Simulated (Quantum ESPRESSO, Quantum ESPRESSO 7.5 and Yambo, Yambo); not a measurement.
# A GW chain in Yambo: CdS (Hawleyite)

Wanted: ground state, empty states, screening and self-energy for CdS (Hawleyite).

Program: Quantum ESPRESSO 7.5 and Yambo 5.3.0. Level of theory: PBE and many-body steps on it, plane waves. Results are calculated unless marked as measured.

**The experiments to reproduce.**

- Gap 2.42 eV: optical gap from inflexion point of photoacoustic spectrum, as-grown film; photoacoustic spectroscopy; film (as-grown chemical bath deposited film, about 0.25 um thick, deposited at 80 C) (“Study of the band--gap shift in CdS films: Influence of thermal annealing in different atmospheres”, 1995, arxiv:cond-mat/9501125).

## 1. Starting point

Symmetry: F-43m, No. 216, cubic system. Conventional cell: a = 5.833 Å, b = 5.833 Å, c = 5.833 Å, α = 90.00°, β = 90.00°, γ = 90.00°. Cd has 4 S at 2.53 Å nearest. S has 4 Cd at 2.53 Å nearest. Farther neighbours and most contacts between anions are not listed.

The cell and positions come from the Crystallography Open Database and are kept as given unless a step says otherwise.

## 2. Ground state

This step: Quantum ESPRESSO 7.5; DFT, PBE with spin-orbit coupling, plane waves, norm-conserving pseudopotentials.

The ground-state density comes first.

The input, pw.in:

```
&control
  calculation = 'scf'
  prefix = 'x'
  outdir = 'o'
  pseudo_dir = 'pseudo'
/
&system
  ibrav = 0
  nat = 2
  ntyp = 2
  ecutwfc = 94.0
  nbnd = 36
  force_symmorphic = .true.
  noncolin = .true.
  lspinorb = .true.
/
&electrons
  conv_thr = 1e-10
  electron_maxstep = 80
  mixing_beta = 0.5
/
ATOMIC_SPECIES
  Cd 112.41 Cd.upf
  S 32.06 S.upf
CELL_PARAMETERS angstrom
  -0.0000000000 2.9165000000 2.9165000000
  2.9165000000 -0.0000000000 2.9165000000
  2.9165000000 2.9165000000 -0.0000000000
ATOMIC_POSITIONS crystal
  Cd 0.0000000000 0.0000000000 0.0000000000
  S 0.2500000000 0.2500000000 0.2500000000
K_POINTS automatic
  6 6 6 0 0 0
```

The run is started by

```sh
$ OMP_NUM_THREADS=1 mpirun -n 4 pw.x -nk 4 -in pw.in > pw.out
```

Output:

```text
Program PWSCF v.7.5 starts

     This program is part of the open-source Quantum ESPRESSO suite
     for quantum simulation of materials; please cite
         "P. Giannozzi et al., J. Phys.:Condens. Matter 21 395502 (2009);
         "P. Giannozzi et al., J. Phys.:Condens. Matter 29 465901 (2017);
         "P. Giannozzi et al., J. Chem. Phys. 152 154105 (2020);
     in publications or presentations arising from this work. More details at
     Message from routine setup:
     using ibrav=0 with symmetry is DISCOURAGED, use correct ibrav instead

     G-vector sticks info

     bravais-lattice index     =            0
     lattice parameter (alat)  =       7.7943  a.u.
     unit-cell volume          =     334.8209 (a.u.)^3
     number of atoms/cell      =            2
     number of atomic types    =            2
     number of electrons       =        26.00
     number of Kohn-Sham states=           36
     kinetic-energy cutoff     =      94.0000  Ry
     charge density cutoff     =     376.0000  Ry
     scf convergence threshold =      1.0E-10
     mixing beta               =       0.5000
     number of iterations used =            8  plain     mixing
     Exchange-correlation= PBE
                           (   1   4   3   4   0   0   0)
     Non magnetic calculation with spin-orbit

     celldm(1)=   7.794277  celldm(2)=   0.000000  celldm(3)=   0.000000
     celldm(4)=   0.000000  celldm(5)=   0.000000  celldm(6)=   0.000000

     crystal axes: (cart. coord. in units of alat)
               a(1) = (  -0.000000   0.707107   0.707107 )
               a(2) = (   0.707107  -0.000000   0.707107 )
               a(3) = (   0.707107   0.707107  -0.000000 )

     reciprocal axes: (cart. coord. in units 2 pi/alat)
               b(1) = ( -0.707107  0.707107  0.707107 )
               b(2) = (  0.707107 -0.707107  0.707107 )
               b(3) = (  0.707107  0.707107 -0.707107 )
     Pseudo is Norm-conserving + core correction, Zval = 20.0
     Generated using ONCVPSP code by D. R. Hamann
     Using radial grid of 1368 points, 10 beta functions with:
     Pseudo is Norm-conserving + core correction, Zval =  6.0
     Generated using ONCVPSP code by D. R. Hamann
     Using radial grid of 1146 points, 10 beta functions with:
     Cd               20.00   112.41000     Cd( 1.00)
     S                 6.00    32.06000     S ( 1.00)

     24 Sym. Ops. (no inversion) found

   Cartesian axes

     site n.     atom                  positions (alat units)
         1        Cd     tau(   1) = (   0.0000000   0.0000000   0.0000000  )
         2        S      tau(   2) = (   0.3535534   0.3535534   0.3535534  )

     number of k points=    16
                       cart. coord. in units 2pi/alat
        k(    1) = (   0.0000000   0.0000000   0.0000000), wk =   0.0046296
        k(    2) = (   0.1178511   0.1178511  -0.1178511), wk =   0.0370370
        k(    3) = (   0.2357023   0.2357023  -0.2357023), wk =   0.0370370
        k(    4) = (  -0.3535534  -0.3535534   0.3535534), wk =   0.0185185
        k(    5) = (   0.2357023   0.0000000  -0.0000000), wk =   0.0277778
        k(    6) = (   0.3535534   0.1178511  -0.1178511), wk =   0.1111111
        k(    7) = (  -0.2357023  -0.4714045   0.4714045), wk =   0.1111111
        k(    8) = (  -0.1178511  -0.3535534   0.3535534), wk =   0.1111111
        k(    9) = (   0.0000000  -0.2357023   0.2357023), wk =   0.0555556
        k(   10) = (   0.4714045   0.0000000  -0.0000000), wk =   0.0277778
     [... 4 further rows ...]
        k(   15) = (  -0.1178511  -0.3535534   0.5892557), wk =   0.1111111
        k(   16) = (  -0.7071068   0.2357023   0.0000000), wk =   0.0555556

     Dense  grid:    41151 G-vectors     FFT dimensions: (  50,  50,  50)

     Initial potential from superposition of free atoms

     starting charge      25.9997, renormalised to      26.0000
     Starting wfcs are   28 randomized atomic wfcs +    8 random wfcs

     per-process dynamical memory:    79.7 Mb

     Self-consistent Calculation

     iteration #  1     ecut=    94.00 Ry     beta= 0.50

     Threshold (ethr) on eigenvalues was too large:
     Diagonalizing with lowered threshold

     total energy              =    -372.74520731 Ry
     estimated scf accuracy    <       0.12452331 Ry

     iteration #  2     ecut=    94.00 Ry     beta= 0.50

     total energy              =    -372.77717834 Ry
     estimated scf accuracy    <       0.01169856 Ry

     iteration #  3     ecut=    94.00 Ry     beta= 0.50

     total energy              =    -372.77898459 Ry
     estimated scf accuracy    <       0.00115128 Ry

     iteration #  4     ecut=    94.00 Ry     beta= 0.50

     total energy              =    -372.77906413 Ry
     estimated scf accuracy    <       0.00004811 Ry

     iteration #  5     ecut=    94.00 Ry     beta= 0.50

     total energy              =    -372.77907214 Ry
     estimated scf accuracy    <       0.00000202 Ry

     iteration #  6     ecut=    94.00 Ry     beta= 0.50

     total energy              =    -372.77907275 Ry
     estimated scf accuracy    <       0.00000017 Ry

     iteration #  7     ecut=    94.00 Ry     beta= 0.50

     total energy              =    -372.77907280 Ry
     estimated scf accuracy    <       0.00000007 Ry

     iteration #  8     ecut=    94.00 Ry     beta= 0.50

     total energy              =    -372.77907282 Ry
     estimated scf accuracy    <          4.1E-09 Ry

     iteration #  9     ecut=    94.00 Ry     beta= 0.50

     total energy              =    -372.77907282 Ry
     estimated scf accuracy    <          2.3E-09 Ry

     iteration # 10     ecut=    94.00 Ry     beta= 0.50

     End of self-consistent calculation

          k = 0.0000 0.0000 0.0000 (  5065 PWs)   bands (ev):

   -94.2992 -94.2992 -59.4111 -59.4111 -53.5943 -53.5943 -53.5943 -53.5943
    -5.3784  -5.3784  -0.9847  -0.9847  -0.9847  -0.9847  -0.4964  -0.4964
    -0.1186  -0.1186  -0.1186  -0.1186   6.9599   6.9599   7.0040   7.0040
     7.0040   7.0040   8.1332   8.1332  13.2315  13.2315  13.6492  13.6492
    13.6492  13.6492  18.3687  18.3687

          k = 0.1179 0.1179-0.1179 (  5101 PWs)   bands (ev):

   -94.2992 -94.2992 -59.4111 -59.4111 -53.5944 -53.5944 -53.5943 -53.5943
    -5.2721  -5.2721  -0.9867  -0.9472  -0.9048  -0.9048  -0.4392  -0.4392
    -0.1237  -0.1213  -0.1213  -0.0709   5.4834   5.4834   6.7671   6.7671
     6.7870   6.8154   9.2944   9.2944  13.1359  13.1359  13.7283  13.7283
    13.9593  13.9618  17.5969  17.6131

          k = 0.2357 0.2357-0.2357 (  5135 PWs)   bands (ev):

   -94.2992 -94.2992 -59.4112 -59.4112 -53.5948 -53.5948 -53.5944 -53.5944
    -5.0586  -5.0586  -0.9600  -0.9206  -0.6834  -0.6834  -0.3374  -0.3374
    -0.0674  -0.0137   0.0021   0.0021   3.5904   3.5904   6.3905   6.3905
     6.4172   6.4449   9.9637   9.9637  13.6788  13.6788  13.9741  13.9741
    14.1551  14.1569  17.9809  17.9849

          k =-0.3536-0.3536 0.3536 (  5168 PWs)   bands (ev):

     [... further k-points ...]

     highest occupied, lowest unoccupied level (ev):     7.0040    8.1332

!    total energy              =    -372.77907282 Ry
     estimated scf accuracy    <          3.6E-11 Ry

     The total energy is the sum of the following terms:
     one-electron contribution =    -249.37474223 Ry
     hartree contribution      =     130.25827995 Ry
     xc contribution           =     -54.85015204 Ry
     ewald contribution        =    -198.81245849 Ry

     convergence has been achieved in  10 iterations

     XML data file, charge density, pseudopotentials, collected wavefunctions

=------------------------------------------------------------------------------=
   JOB DONE.
=------------------------------------------------------------------------------=
```

It took 30 s on 4 MPI ranks of Arm Neoverse V2, shared host; peak memory 0.6 GiB.

This step gave:

```
total energy               : -5071.9177 eV
gap                        : 1.129 eV
k of the valence top       : 0, 0, 0
k of the conduction bottom : 0, 0, 0
least direct gap           : 1.129 eV
```

The gap is direct, at Γ.

## 3. Bands along the symmetry lines

The cheap functional maps the bands first; the places of the edges decide which points the dearer methods must see.

The input, pw.in:

```
&control
  calculation = 'bands'
  prefix = 'x'
  outdir = 'o'
  pseudo_dir = 'pseudo'
/
&system
  ibrav = 0
  nat = 2
  ntyp = 2
  ecutwfc = 94.0
  nbnd = 38
  force_symmorphic = .true.
  noncolin = .true.
  lspinorb = .true.
/
&electrons
  conv_thr = 1e-9
  electron_maxstep = 80
  diago_full_acc = .true.
  diago_thr_init = 5e-6
/
ATOMIC_SPECIES
  Cd 112.41 Cd.upf
  S 32.06 S.upf
CELL_PARAMETERS angstrom
  -0.0000000000 2.9165000000 2.9165000000
  2.9165000000 -0.0000000000 2.9165000000
  2.9165000000 2.9165000000 -0.0000000000
ATOMIC_POSITIONS crystal
  Cd 0.0000000000 0.0000000000 0.0000000000
  S 0.2500000000 0.2500000000 0.2500000000
K_POINTS crystal
  50
  0.00000000 0.00000000 0.00000000 1
  -0.06250000 -0.06250000 0.00000000 1
  -0.12500000 -0.12500000 0.00000000 1
  -0.18750000 -0.18750000 0.00000000 1
  -0.25000000 -0.25000000 0.00000000 1
  -0.31250000 -0.31250000 0.00000000 1
  -0.37500000 -0.37500000 0.00000000 1
  -0.43750000 -0.43750000 0.00000000 1
  -0.50000000 -0.50000000 0.00000000 1
  -0.48437500 -0.48437500 0.03125000 1
  -0.46875000 -0.46875000 0.06250000 1
  -0.45312500 -0.45312500 0.09375000 1
  -0.43750000 -0.43750000 0.12500000 1
  -0.42187500 -0.42187500 0.15625000 1
  -0.40625000 -0.40625000 0.18750000 1
  -0.39062500 -0.39062500 0.21875000 1
  -0.37500000 -0.37500000 0.25000000 1
  -0.37500000 0.00000000 0.37500000 1
  -0.32812500 0.00000000 0.32812500 1
  -0.28125000 0.00000000 0.28125000 1
  -0.23437500 0.00000000 0.23437500 1
  -0.18750000 0.00000000 0.18750000 1
  -0.14062500 0.00000000 0.14062500 1
  -0.09375000 0.00000000 0.09375000 1
  -0.04687500 0.00000000 0.04687500 1
  0.00000000 0.00000000 0.00000000 1
  0.00000000 0.00000000 0.06250000 1
  0.00000000 0.00000000 0.12500000 1
  0.00000000 0.00000000 0.18750000 1
  0.00000000 0.00000000 0.25000000 1
  0.00000000 0.00000000 0.31250000 1
  0.00000000 0.00000000 0.37500000 1
  0.00000000 0.00000000 0.43750000 1
  0.00000000 0.00000000 0.50000000 1
  -0.06250000 -0.03125000 0.46875000 1
  -0.12500000 -0.06250000 0.43750000 1
  -0.18750000 -0.09375000 0.40625000 1
  -0.25000000 -0.12500000 0.37500000 1
  -0.31250000 -0.15625000 0.34375000 1
  -0.37500000 -0.18750000 0.31250000 1
  -0.43750000 -0.21875000 0.28125000 1
  -0.50000000 -0.25000000 0.25000000 1
  -0.50000000 -0.28125000 0.21875000 1
  -0.50000000 -0.31250000 0.18750000 1
  -0.50000000 -0.34375000 0.15625000 1
  -0.50000000 -0.37500000 0.12500000 1
  -0.50000000 -0.40625000 0.09375000 1
  -0.50000000 -0.43750000 0.06250000 1
  -0.50000000 -0.46875000 0.03125000 1
  -0.50000000 -0.50000000 0.00000000 1
```

Output:

```text
[banner, memory and clock lines left out]
Program PWSCF v.7.5 starts

     Atomic positions and unit cell read from directory:
     o/x.save/

     Message from routine setup:
     using ibrav=0 with symmetry is DISCOURAGED, use correct ibrav instead

     G-vector sticks info

     bravais-lattice index     =            0
     lattice parameter (alat)  =       7.7943  a.u.
     unit-cell volume          =     334.8209 (a.u.)^3
     number of atoms/cell      =            2
     number of atomic types    =            2
     number of electrons       =        26.00
     number of Kohn-Sham states=           38
     kinetic-energy cutoff     =      94.0000  Ry
     charge density cutoff     =     376.0000  Ry
     Exchange-correlation= PBE
                           (   1   4   3   4   0   0   0)
     Non magnetic calculation with spin-orbit

     celldm(1)=   7.794277  celldm(2)=   0.000000  celldm(3)=   0.000000
     celldm(4)=   0.000000  celldm(5)=   0.000000  celldm(6)=   0.000000

     crystal axes: (cart. coord. in units of alat)
               a(1) = (  -0.000000   0.707107   0.707107 )
               a(2) = (   0.707107  -0.000000   0.707107 )
               a(3) = (   0.707107   0.707107  -0.000000 )

     reciprocal axes: (cart. coord. in units 2 pi/alat)
               b(1) = ( -0.707107  0.707107  0.707107 )
               b(2) = (  0.707107 -0.707107  0.707107 )
               b(3) = (  0.707107  0.707107 -0.707107 )
     Pseudo is Norm-conserving + core correction, Zval = 20.0
     Generated using ONCVPSP code by D. R. Hamann
     Using radial grid of 1368 points, 10 beta functions with:
     Pseudo is Norm-conserving + core correction, Zval =  6.0
     Generated using ONCVPSP code by D. R. Hamann
     Using radial grid of 1146 points, 10 beta functions with:
     Cd               20.00   112.41000     Cd( 1.00)
     S                 6.00    32.06000     S ( 1.00)

     24 Sym. Ops. (no inversion) found

   Cartesian axes

     site n.     atom                  positions (alat units)
         1        Cd     tau(   1) = (   0.0000000   0.0000000   0.0000000  )
         2        S      tau(   2) = (   0.3535534   0.3535534   0.3535534  )

     number of k points=    50
                       cart. coord. in units 2pi/alat
        k(    1) = (   0.0000000   0.0000000   0.0000000), wk =   0.0200000
        k(    2) = (   0.0000000   0.0000000  -0.0883883), wk =   0.0200000
        k(    3) = (   0.0000000   0.0000000  -0.1767767), wk =   0.0200000
[...]
[... 38 further rows ...]
        k(   49) = (   0.0441942  -0.0000000  -0.7071068), wk =   0.0200000
        k(   50) = (   0.0000000   0.0000000  -0.7071068), wk =   0.0200000

     Dense  grid:    41151 G-vectors     FFT dimensions: (  50,  50,  50)

     The potential is recalculated from file :
     o/x.save/charge-density

     Starting wfcs are   28 randomized atomic wfcs +   10 random wfcs

     Band Structure Calculation

     End of band structure calculation

          k = 0.0000 0.0000 0.0000 (  5065 PWs)   bands (ev):

   -94.2993 -94.2993 -59.4112 -59.4112 -53.5944 -53.5944 -53.5944 -53.5944
    -5.3784  -5.3784  -0.9848  -0.9848  -0.9848  -0.9848  -0.4965  -0.4965
    -0.1187  -0.1187  -0.1187  -0.1187   6.9599   6.9599   7.0040   7.0040
[...]
13.6492  13.6492  18.3687  18.3687  18.3687  18.3690

          k = 0.0000 0.0000-0.0884 (  5101 PWs)   bands (ev):

[...]
13.7628  13.7628  17.8004  17.8004  18.3903  18.3904

          k = 0.0000 0.0000-0.1768 (  5109 PWs)   bands (ev):

[...]
14.0864  14.0864  16.8071  16.8072  18.4523  18.4524

          k =-0.0000 0.0000-0.2652 (  5117 PWs)   bands (ev):

[...]
k = 0.0000 0.0000-0.3536 (  5105 PWs)   bands (ev):

[...]
k = 0.0000-0.0000-0.4419 (  5149 PWs)   bands (ev):

[...]
k =-0.0000 0.0000-0.5303 (  5157 PWs)   bands (ev):

[...]
k = 0.0000-0.0000-0.6187 (  5161 PWs)   bands (ev):

[...]
k = 0.5303-0.0000-0.5303 (  5174 PWs)   bands (ev):

[...]
k = 0.0000 0.0000 0.0000 (  5065 PWs)   bands (ev):

[...]
k = 0.1326 0.0000-0.7071 (  5162 PWs)   bands (ev):

[...]
k = 0.0884-0.0000-0.7071 (  5158 PWs)   bands (ev):

[...]
k = 0.0442-0.0000-0.7071 (  5146 PWs)   bands (ev):

[...]
17.4680  17.5311  17.7957  17.8159  19.1993  19.2041

          k = 0.0000 0.0000-0.7071 (  5138 PWs)   bands (ev):

[...]
-0.0301  -0.0301   0.3438   0.3438   3.0447   3.0447   5.1001   5.1001
     5.1192   5.1192  10.5432  10.5432  11.3446  11.3446  16.1851  16.1851
    17.6340  17.6340  17.8652  17.8653  19.0805  19.0805

     XML data file, pseudopotentials, collected wavefunctions
```

Run time: 32 s. Hardware: 4 MPI ranks; peak memory 0.41 GiB; 2.1 min of CPU time.

This step gave:

| Property | Result |
| --- | --- |
| gap | 1.129 eV |
| k of the valence top | 0, 0, 0 |
| k of the conduction bottom | 0, 0, 0 |
| least direct gap | 1.129 eV |

The gap is 1.129 eV, as in the run before at this level.

Electronic bands along the path, in eV, zero at the top of the highest filled band:

```
    point  band 23  band 24  band 25  band 26  band 27  band 28  band 29  band 30
        Γ     0.00     0.00     0.00     0.00     1.13     1.13     6.23     6.23
  halfway    -1.05    -1.05    -1.03    -1.03     3.58     3.58     4.80     4.80
        X    -1.90    -1.90    -1.88    -1.88     3.54     3.54     4.34     4.34
  halfway    -2.19    -2.14    -1.81    -1.80     3.82     3.84     4.64     4.64
        U    -2.57    -2.52    -1.55    -1.53     4.22     4.23     5.42     5.44
jump to K    -2.57    -2.52    -1.55    -1.53     4.22     4.23     5.42     5.44
  halfway    -1.39    -1.36    -0.45    -0.43     3.58     3.59     6.04     6.10
        Γ     0.00     0.00     0.00     0.00     1.13     1.13     6.23     6.23
  halfway    -0.43    -0.43    -0.41    -0.38     2.76     2.76     6.24     6.24
        L    -0.79    -0.79    -0.75    -0.75     3.00     3.00     6.89     6.89
  halfway    -1.97    -1.92    -1.26    -1.21     4.35     4.37     5.77     5.82
        W    -2.33    -2.24    -2.21    -2.18     5.39     5.40     5.43     5.43
  halfway    -2.13    -2.07    -2.06    -2.03     4.23     4.26     4.81     4.82
        X    -1.90    -1.90    -1.88    -1.88     3.54     3.54     4.34     4.34
```

[end of part 1 of 3]

[Paths, hosts, dates, memory and timing lines, banners, echoed tables and standing remarks are left out of the program output.]

[Logs are printed without paths, hosts, clocks, repeated set-up lines and the standing remarks that a program may print on its own settings, such as how far it seeks lower states.]

[Runs of the session that timed out or met a known fault of the program may be left out.]

[Hosts, paths, dates, database ids (printed as entryN), source tags and the programs' standing remarks are cut or masked in the printed files.]
